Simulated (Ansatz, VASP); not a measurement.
Al: VASP beside Ansatz

The input INCAR:

```
PREC = Accurate ; ENCUT = 520
EDIFF = 1E-6 ; ISMEAR = 0
SIGMA = 0.15 ; LREAL = F
LASPH = T ; NELM = 100
ALGO = Fast ; ISIF = 2
LWAVE = F ; LCHARG = T
GGA = PE ; IVDW = 12
LELF = T ; LVHAR = T
NBANDS = 10
```

The input KPOINTS:

```
Automatic mesh
0
Gamma
  18 18 10
```

File POSCAR:

```
Al
1.0
    2.7702685212      0.0000000000      0.0000000000
   -1.3851342606      2.4721926481      0.0000000000
    0.0000000000      0.0000000000      4.8668500000
Al
2
Direct
    0.6666666667      0.3333333333      0.7500000000
    0.3333333333      0.6666666667      0.2500000000
```

Input for Ansatz:

```yaml
crystal:
  lattice:
    - [2.7702685212, 0.0, 0.0]
    - [-1.3851342606, 2.4721926481, 0.0]
    - [0.0, 0.0, 4.86685]
  atoms:
    - { symbol: Al, position: [0.6666666667, 0.3333333333, 0.75] }
    - { symbol: Al, position: [0.3333333333, 0.6666666667, 0.25] }
basis:
  ecutwfc: 420
kpoints:
  mp_grid: { grid: [18, 18, 10] }
hamiltonian:
  xc: pbe
  dispersion: d3bj
scf:
  occupations: { method: gaussian, width: 0.15 }
output:
  forces: true
  stress: true
  eigenvalues: true
  write_density: true
  write_potential: true
  elf: true
  volumetric_format: npy
```

Change from the starting cell: strain -0.0150 x Voigt [1, -1, 0, 0, 0, 0], atoms carried along.

Alike in both runs: task single point; functional PBE; dispersion D3(BJ); k mesh 18 × 18 × 10; occupations gaussian, width 0.15 eV; no spin polarisation.

|  | VASP | Ansatz |
| --- | --- | --- |
| version | VASP 6.6.1 | Ansatz 0.2.0 |
| potentials or method | VASP PAW PBE potentials, release 64 (Al) | scalar-relativistic, plane waves, PAW |
| plane-wave cutoff (eV) | 520 | 420 |
| valence electrons in the cell | 6 | 6 |

|  | VASP | Ansatz | Ansatz less VASP |
| --- | --- | --- | --- |
| gap on the k mesh at the Fermi level (eV) | none | none | - |
| pressure (GPa) | -3.1 | -3.1 | +0.02 |
| largest component of the traceless stress (GPa) | 1.75 | 1.75 | +0.007 |

A gap of «none» marks a metal or a gap that the smearing closes.

Caveats: pairwise dispersion overbinds metals, which lowers pressure and volume.
